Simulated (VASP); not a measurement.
Input of a VASP 6.6.1 run:

File INCAR:

```
PREC = Accurate ; ENCUT = 600
EDIFF = 1E-7 ; ISMEAR = 1
SIGMA = 0.1 ; LREAL = F
LASPH = T ; NELM = 80
ALGO = Normal ; ISIF = 4
LWAVE = F ; LCHARG = F
IBRION = 2 ; NSW = 40
EDIFFG = -0.01 ; KPAR = 2
```

KPOINTS

```
regular mesh
0
Gamma
  12 12 8
```

Contents of POSCAR:

```
SiNi                                    
1.0
    2.9506388178      0.0000000000      0.0000000000
    0.0000000000      3.2707338067      0.0000000000
    0.0000000000      0.0000000000      4.6657868532
  Si              Ni            
     2     2
Direct
     0.0000000000000000    0.0000000000000000    0.1587270807160461
     0.5000000000000000    0.5000000000000000    0.8412729192839540
     0.0000000000000000    0.0000000000000000    0.6568887764149902
     0.5000000000000000    0.5000000000000000    0.3431112235850099
```

Potentials or basis: VASP PAW LDA potentials, release 64 (Si, Ni).

Launch:

```console
$ cat potpaw_LDA.64/Si/POTCAR potpaw_LDA.64/Ni/POTCAR > POTCAR
$ mpirun -np 2 vasp_std > vasp.out
```

(1) Estimate the energy gained by relaxing.

(2) Predict the band gap on the k mesh.

Results:

(1) 0.2 meV/atom.

(2) none (metal or under the smearing width).
